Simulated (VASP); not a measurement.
# WS2 in VASP: settings compared

Aim: see how the results for WS2 move with the level of theory and the settings. Levels: PBE0, LDA. Tasks: single point.

Everything below comes from runs of VASP 6.6.1. Logs are shortened: lines on timing, memory, paths and dates and some standing lists are left out, and cuts for length are marked.

## Step 1: Starting point

The cell holds a slab with vacuum, 3 atoms: a = 3.184 Å, b = 3.184 Å, c = 16.951 Å, α = 90.00°, β = 90.00°, γ = 120.00°.

## Step 2: Single point, PBE0

POSCAR reads:

```
WS2
1.0
    3.1835163552      0.0000000000      0.0000000000
   -1.5917581776      2.7570060369      0.0000000000
    0.0000000000      0.0000000000     16.9505778900
W S
1 2
Direct
    0.0000000000      0.0000000000      0.0000000000
    0.3333333333      0.6666666667      0.0920005100
    0.3333333333      0.6666666667      0.9079994900
```

INCAR.step1 reads:

```
PREC = Accurate
ENCUT = 350
EDIFF = 1E-5
ISMEAR = 0
SIGMA = 0.01
LREAL = F
LASPH = T
NELM = 100
ALGO = Normal
ISIF = 2
LWAVE = T
LCHARG = F
NBANDS = 21
NKRED = 1
GGA = PE
```

INCAR.step2 reads:

```
PREC = Accurate
ENCUT = 350
EDIFF = 1E-4
ISMEAR = 0
SIGMA = 0.01
LREAL = F
LASPH = T
NELM = 100
ALGO = Normal
ISIF = 2
LWAVE = F
LCHARG = F
GGA = PE
LHFCALC = T
AEXX = 0.25
PRECFOCK = Fast
NBANDS = 21
NKRED = 1
ISTART = 1
```

KPOINTS reads:

```
Automatic mesh
0
Gamma
  7 7 2
```

Potentials or basis: VASP PAW PBE potentials, release 64 (W_sv, S).

Started as:

```console
$ cat potpaw_PBE.64/W_sv/POTCAR potpaw_PBE.64/S/POTCAR > POTCAR
$ cp INCAR.step1 INCAR
$ mpirun -np 1 vasp_std > vasp.out
$ cp INCAR.step2 INCAR
$ mpirun -np 1 vasp_std > vasp.out
```

OUTCAR:

```text
PREC = Accurate
   ENCUT = 350
   EDIFF = 1E-4
   ISMEAR = 0
   LREAL = F
   LASPH = T
   NELM = 100
   ISIF = 2
   GGA = PE
   LHFCALC = T
   AEXX = 0.25
   PRECFOCK = Fast
   NKRED = 1
   ISTART = 1

 Found     16 irreducible k-points:

 Following reciprocal coordinates:
            Coordinates               Weight
  0.000000  0.000000  0.000000      1.000000
  0.142857  0.000000  0.000000      6.000000
  0.285714  0.000000  0.000000      6.000000
  0.428571 -0.000000  0.000000      6.000000
  0.142857  0.142857  0.000000      6.000000
  0.285714  0.142857  0.000000     12.000000
   k-points           NKPTS =     16   k-points in BZ     NKDIM =     98   number of bands    NBANDS=     21
   number of dos      NEDOS =    301   number of ions     NIONS =      3
   total plane-waves  NPLWV =  43200
   dimension x,y,z NGX =    20 NGY =   20 NGZ =  108
   dimension x,y,z NGXF=    40 NGYF=   40 NGZF=  216
   ions per type =               1   2
   NGX,Y,Z   is equivalent  to a cutoff of  10.44, 10.44, 10.59 a.u.
   NGXF,Y,Z  is equivalent  to a cutoff of  20.89, 20.89, 21.18 a.u.
 SYSTEM =  unknown system
   PREC   = accura    normal or accurate (medium, high low for compatibility)
   ISTART =      1    job   : 0-new  1-cont  2-samecut
   ICHARG =      0    charge: 1-file 2-atom 10-const
   ISPIN  =      1    spin polarized calculation?
   LNONCOLLINEAR =      F non collinear calculations
   LSORBIT =      F    spin-orbit coupling
   LASPH  =      T    aspherical Exc in radial PAW
   ENCUT  =  350.0 eV  25.72 Ry    5.07 a.u.   4.86  4.86 25.86*2*pi/ulx,y,z
   NELM   =    100;   NELMIN=  2; NELMDL=  0     # of ELM steps
   EDIFF  = 0.1E-03   stopping-criterion for ELM
   LREAL  =      F    real-space projection
   EDIFFG = 0.1E-02   stopping-criterion for IOM
   NSW    =      0    number of steps for IOM
   IBRION =     -1    ionic relax: 0-MD 1-quasi-New 2-CG
   NFREE  =      0    steps in history (QN), initial steepest desc. (CG)
   ISIF   =      2    stress and relaxation
   ISYM   =      3    0-nonsym 1-usesym 2-fastsym
   POTIM  = 0.5000    time-step for ionic-motion
   TEBEG  =    0.0;   TEEND  =   0.0 temperature during run
   PSTRESS=    0.0 pullay stress
   NELECT =      26.0000    total number of electrons
   NUPDOWN=      -1.0000    fix difference up-down
   EMIN   =  10.00;   EMAX   =-10.00  energy-range for DOS
   EFERMI =   0.00;   METHOD = LEGACY
   ISMEAR =     0;   SIGMA  =   0.01  broadening in eV -4-tet -1-fermi 0-gaus
   EFERMI_NEDOS =   21; number of points for ismear=-14 and -15
   IALGO  =     38    algorithm
   IMIX   =      1    mixing-type and parameters
     AMIX     =   0.40;   BMIX     =  1.00
     AMIX_MAG =   1.60;   BMIX_MAG =  1.00
  volume/ion in A,a.u.               =      49.59       334.66
  Fermi-wavevector in a.u.,A,eV,Ry     =   0.915285  1.729637 11.398226  0.837746
  Thomas-Fermi vector in A             =   2.040009
   LORBIT       =      0    0 simple, 1 ext, 2 COOP (PROOUT), +10 PAW based schemes
   GGA     = PE    functional components
   LHFCALC =     T    Hartree Fock is set to
   PRECFOCK=fast      Normal, Fast or Accurate (Low or Medium for compatibility)
   ENCUT4O =  -1.0   cutoff for four orbital integrals eV
   NKREDX  =     1    reduce k-point grid by
   NKREDY  =     1    reduce k-point grid by
   NKREDZ  =     1    reduce k-point grid by
   AEXX    =    0.2500 exact exchange contribution
   HFSCREEN=    0.0000 screening length (either q_TF or 0.3 A-1)
   HFSCREENC=   0.0000 screening length for correlation (either q_TF or 0.3 A-1)
   ENCUTFOCK=  -1.0 apply spherical cutoff to Coloumb kernel
   IVDW    =     0    specifies the selected vdW correction
   LEPSILON=     F    determine dielectric tensor
   LRPA    =     F    only Hartree local field effects (RPA)
 non-spin polarized calculation
 Gauss-broadening in eV      SIGMA  =   0.01
  energy-cutoff  :      350.00
  volume of cell :      148.77
 maximum number of plane-waves:      2239
 NGX is ok and might be reduce to    20
  NGX = 12; NGY = 12; NGZ = 64

 number of electron      26.0000002 magnetization

 Free energy of the ion-electron system (eV)
  ---------------------------------------------------
  ext. energy  EPLUGINS =         0.00000000
  ---------------------------------------------------
  free energy    TOTEN  =       -30.35286712 eV

  energy without entropy =      -30.35286712  energy(sigma->0) =      -30.35286712

 E-fermi :  -1.7243     XC(G=0):  -3.4848

 val. band max:       -1.9947806326   @ k =   0.0000   0.0000   0.0000
 cond. band min:       1.4149630323   @ k =   0.2857   0.2857   0.5000
 fundamental gap:      3.4097436650
 Fermi energy:        -1.7242516711

 k-point     1 :       0.0000    0.0000    0.0000
  band No.  band energies     occupation
      1     -80.0545      2.00000
      2     -42.8354      2.00000
      3     -42.6463      2.00000
      4     -42.6463      2.00000
      5     -18.4738      2.00000
      6     -16.6468      2.00000
[... 13 lines left out ...]
     20       4.9563      0.00000
     21       5.8464      0.00000

 k-point     2 :       0.1429    0.0000    0.0000
  band No.  band energies     occupation
      1     -80.0503      2.00000
      2     -42.8212      2.00000
      3     -42.7260      2.00000
      4     -42.6648      2.00000
      5     -18.1117      2.00000
      6     -16.5185      2.00000
[... 13 lines left out ...]
     20       5.9496      0.00000
     21       6.6961      0.00000

 k-point     3 :       0.2857    0.0000    0.0000
  band No.  band energies     occupation
      1     -80.0411      2.00000
      2     -42.9017      2.00000
      3     -42.7887      2.00000
      4     -42.7063      2.00000
      5     -17.1970      2.00000
      6     -16.1989      2.00000
[... 13 lines left out ...]
     20       6.8584      0.00000
     21       7.5659      0.00000

 k-point     4 :       0.4286   -0.0000    0.0000
  band No.  band energies     occupation
      1     -80.0336      2.00000
      2     -43.0396      2.00000
      3     -42.7624      2.00000
      4     -42.7395      2.00000
      5     -16.2942      2.00000
      6     -15.9010      2.00000
[... 13 lines left out ...]
     20       7.2773      0.00000
     21       8.3160      0.00000

 k-point     5 :       0.1429    0.1429    0.0000
  band No.  band energies     occupation
      1     -80.0436      2.00000
      2     -42.8422      2.00000
      3     -42.7978      2.00000
      4     -42.7061      2.00000
      5     -17.4690      2.00000
      6     -16.2908      2.00000
[... 13 lines left out ...]
     20       6.8152      0.00000
     21       8.1221      0.00000

 k-point     6 :       0.2857    0.1429    0.0000
  band No.  band energies     occupation
      1     -80.0353      2.00000
      2     -42.9759      2.00000
      3     -42.7684      2.00000
      4     -42.7660      2.00000
      5     -16.5248      2.00000
      6     -15.9602      2.00000
[... 13 lines left out ...]
     20       7.2167      0.00000
     21       8.0492      0.00000

 [... further k-points ...]

------------------------ aborting loop because EDIFF is reached ----------------------------------------

  FORCE on cell =-STRESS in cart. coord.  units (eV):
  Direction    XX          YY          ZZ          XY          YZ          ZX
  --------------------------------------------------------------------------------------
  -------------------------------------------------------------------------------------
  Total       -1.3594159     -1.3594159     -1.1126914      0.0000000      0.0000000      0.0000000
  in kB      -14.6397486    -14.6397486    -11.9827366      0.0000000      0.0000000      0.0000000
  external PRESSURE =     -13.7540780 kB  Pullay stress =       0.0000000 kB

 VOLUME and BASIS-vectors are now :
 -----------------------------------------------------------------------------
  energy-cutoff  :      350.00
  volume of cell :      148.77
      direct lattice vectors                 reciprocal lattice vectors
     3.183516355  0.000000000  0.000000000     0.314118066  0.181356150  0.000000000
    -1.591758178  2.757006037  0.000000000     0.000000000  0.362712300  0.000000000
     0.000000000  0.000000000 16.950577890     0.000000000  0.000000000  0.058995039

 POSITION                                       TOTAL-FORCE (eV/Angst)
 -----------------------------------------------------------------------------------
      0.00000      0.00000      0.00000         0.000000      0.000000      0.000000
     -0.00000      1.83800      1.55946        -0.000000     -0.000000     -0.281976
     -0.00000      1.83800     15.39112        -0.000000     -0.000000      0.281976
 -----------------------------------------------------------------------------------
    total drift:                               -0.000120      0.000069      0.000005

  FREE ENERGIE OF THE ION-ELECTRON SYSTEM (eV)
  ---------------------------------------------------
  free  energy   TOTEN  =       -30.3528671194 eV

  energy  without entropy=      -30.3528671194  energy(sigma->0) =      -30.35286712
```

Run time: 8 min. Hardware: 1 thread of AMD EPYC 9R45 (Zen 5), shared host; peak memory 0.19 GiB.

The run converged, but some of its settings lie outside the range that counts as converged, so its numbers aren't taken as properties of the slab.

Results:

* Free energy: -30.3529 eV
* Largest force: 0.282 eV/Å
* Band gap on the k mesh: 3.41 eV, indirect (least direct gap 3.68 eV)

Caveat: the PAW data sets were made with another functional, which shifts forces and pressure a little; spin-orbit coupling is left out, which moves the levels of the heavy elements.

## Step 3: Single point, LDA

This run uses another cell than the first one, of 73.49 Å³/atom, 1.482 times its volume.

INCAR reads:

```
PREC     = Accurate       # precision mode
ENCUT    = 750            # plane-wave cutoff, eV
EDIFF    = 1E-8           # SCF threshold, eV
ISMEAR   = 0              # smearing method
SIGMA    = 0.05           # smearing width, eV
LREAL    = False          # projectors in reciprocal space
LASPH    = True           # aspherical terms in the spheres
NELM     = 120            # most SCF steps
ALGO     = Normal         # electronic algorithm
ISIF     = 2              # what is computed and relaxed
LWAVE    = False          # write WAVECAR
LCHARG   = False          # write CHGCAR
LDIPOL   = True         
IDIPOL   = 3            
DIPOL    = 0.5 0.5 0.500
GGA      = CA             # functional
NBANDS   = 24             # bands
LVHAR    = True         
LVACPOTAV= True
```

KPOINTS reads:

```
regular mesh
0
Gamma
  13 13 1
```

POSCAR reads:

```
WS2
1.0
    3.1835163600      0.0000000000      0.0000000000
   -1.5917581800      2.7570060400      0.0000000000
    0.0000000000      0.0000000000     25.1189236211
S W
2 1
Direct
    0.3333333333      0.6666666667      0.4379168537
    0.3333333333      0.6666666667      0.5620831463
    0.0000000000      0.0000000000      0.5000000000
```

Potentials or basis: VASP PAW LDA potentials, release 64 (S, W_sv).

Started as:

```console
$ cat potpaw_LDA.64/S/POTCAR potpaw_LDA.64/W_sv/POTCAR > POTCAR
$ mpirun -np 1 vasp_std > vasp.out
```

OUTCAR:

```text
PREC = Accurate
   ENCUT = 750
   EDIFF = 1E-8
   ISMEAR = 0
   LREAL = False
   LASPH = True
   NELM = 120
   ISIF = 2
   GGA = CA

 ion  position               nearest neighbor table
   1  0.333  0.667  0.438-   3 2.41   3 2.41   3 2.41
   2  0.333  0.667  0.562-   3 2.41   3 2.41   3 2.41
   3  0.000  0.000  0.500-   1 2.41   2 2.41   1 2.41   2 2.41   1 2.41   2 2.41

  LATTYP: Found a hexagonal cell.
 ALAT       =     3.1835163600
 C/A-ratio  =     7.8903076914

  Lattice vectors:

 A1 = (   3.1835163600,   0.0000000000,   0.0000000000)
 A2 = (  -1.5917581800,   2.7570060400,   0.0000000000)
 A3 = (   0.0000000000,   0.0000000000,  25.1189236211)

Analysis of symmetry for initial positions (statically):
=====================================================================
 Subroutine PRICEL returns:
 Original cell was already a primitive cell.

 Routine SETGRP: Setting up the symmetry group for a
 hexagonal supercell.

 Subroutine GETGRP returns: Found 12 space group operations
 (whereof 12 operations were pure point group operations)
 out of a pool of 24 trial point group operations.

[... 166 lines left out ...]
 cond. band min:      -1.0146567793   @ k =   0.3077   0.3077   0.0000
 fundamental gap:      1.9112985143
 Fermi energy:        -2.4542824082

 k-point     1 :       0.0000    0.0000    0.0000
  band No.  band energies     occupation
      1     -76.4602      2.00000
      2     -40.9681      2.00000
      3     -40.8088      2.00000
      4     -40.8088      2.00000
      5     -17.5818      2.00000
      6     -15.9009      2.00000
[... 556 lines left out ...]
     23       8.4263      0.00000
     24       8.5267      0.00000

------------------------ aborting loop because EDIFF is reached ----------------------------------------

 vacuum level on the upper side and lower side of the slab       (xc-potential included)        -0.093        -0.093

  FORCE on cell =-STRESS in cart. coord.  units (eV):
  Direction    XX          YY          ZZ          XY          YZ          ZX
  --------------------------------------------------------------------------------------
  -------------------------------------------------------------------------------------
  Total       -2.1262273     -2.1262273     -1.1274607     -0.0000000      0.0000000     -0.0000000
  in kB      -15.4516352    -15.4516352     -8.1934377     -0.0000000      0.0000000     -0.0000000
  external PRESSURE =     -13.0322360 kB  Pullay stress =       0.0000000 kB

 VOLUME and BASIS-vectors are now :
 -----------------------------------------------------------------------------
  energy-cutoff  :      750.00
  volume of cell :      220.47
      direct lattice vectors                 reciprocal lattice vectors
     3.183516360  0.000000000  0.000000000     0.314118065  0.181356150  0.000000000
    -1.591758180  2.757006040  0.000000000     0.000000000  0.362712299  0.000000000
     0.000000000  0.000000000 25.118923621     0.000000000  0.000000000  0.039810623

 POSITION                                       TOTAL-FORCE (eV/Angst)
 -----------------------------------------------------------------------------------
     -0.00000      1.83800     11.00000        -0.000000     -0.000000      0.359337
     -0.00000      1.83800     14.11892         0.000000      0.000000     -0.359337
      0.00000      0.00000     12.55946         0.000000      0.000000      0.000000
 -----------------------------------------------------------------------------------
    total drift:                                0.000000     -0.000000     -0.000000

  FREE ENERGIE OF THE ION-ELECTRON SYSTEM (eV)
  ---------------------------------------------------
  free  energy   TOTEN  =       -26.1168892018 eV

  energy  without entropy=      -26.1168892018  energy(sigma->0) =      -26.11688920

 vacuum level on the upper side and lower side of the slab         3.056         3.056
```

OSZICAR:

```text
N       E                     dE             d eps       ncg     rms          rms(c)
DAV:   1     0.206478813411E+03    0.20648E+03   -0.14809E+04  1176   0.112E+03
DAV:   2    -0.774939694407E+01   -0.21423E+03   -0.20484E+03  1392   0.225E+02
DAV:   3    -0.270924698761E+02   -0.19343E+02   -0.19141E+02  1320   0.651E+01
[... 19 lines left out ...]
DAV:  23    -0.261168890889E+02   -0.40876E-06   -0.67026E-09   952   0.242E-04    0.418E-04
DAV:  24    -0.261168891521E+02   -0.63189E-07    0.42873E-10  1080   0.909E-05    0.208E-04
DAV:  25    -0.261168891849E+02   -0.32821E-07    0.78013E-10   848   0.626E-05    0.360E-05
DAV:  26    -0.261168891958E+02   -0.10956E-07    0.10271E-09   816   0.314E-05    0.258E-05
DAV:  27    -0.261168892018E+02   -0.59181E-08    0.10696E-09   784   0.151E-05
   1 F= -.26116889E+02 E0= -.26116889E+02  d E =-.375481E-42
```

stdout:

```text
POSCAR found type information on POSCAR S W
 POSCAR found :  2 types and       3 ions
 scaLAPACK will be used
 LDA part: xc-table for (Slater(with rela. corr.)+CA(PZ))
 , standard interpolation
 POSCAR, INCAR and KPOINTS ok, starting setup
 FFT: planning ... GRIDC
 FFT: planning ... GRID_SOFT
 FFT: planning ... GRID
 WAVECAR not read
 entering main loop
```

Run time: 3.1 min. Hardware: 1 thread of Intel Xeon 6975P-C (Granite Rapids), shared host; peak memory 0.43 GiB.

Results:

* Free energy: -26.1169 eV
* Largest force: 0.359 eV/Å
* Band gap on the k mesh: 1.91 eV, indirect (least direct gap 2.01 eV)
* Ionisation potential of the upper face: 5.98 eV

Forces in eV/Å, atoms in the order of the input:
```
S    0.000  0.000  0.359
S    0.000  0.000 -0.359
W    0.000  0.000  0.000
```

Caveat: spin-orbit coupling is left out, which moves the levels of the heavy elements.

(Continued in part 2 of 2.)
